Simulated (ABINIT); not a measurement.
The system is Ti.

```
Ti
1.0
     2.95000    0.00000    0.00000
    -1.47500    2.55477    0.00000
     0.00000    0.00000    4.68000
Ti
2
Direct
  0.66667 0.33333 0.75000
  0.33333 0.66667 0.25000
```

Base run:

```yaml
Program: ABINIT 10.8.3 (patched build)
Functional: r2SCAN
Potentials_or_basis: JTH PAW PBE v2.0
Cutoff: 490 eV
k_mesh: 10 × 10 × 6
Occupations: fermi-dirac, width 0.05 eV
Spin: no spin polarisation
```

Its results: band gap on the k mesh none (metal or under the smearing width); pressure -2.8 GPa.

Question: The run is repeated on the same cell with these changes: functional from r2SCAN to AM05. What comes out?

Answer: Band gap on the k mesh none (metal or under the smearing width); pressure -5.2 GPa.

Caveats: the PAW data sets were made with another functional, which shifts forces and pressure a little.
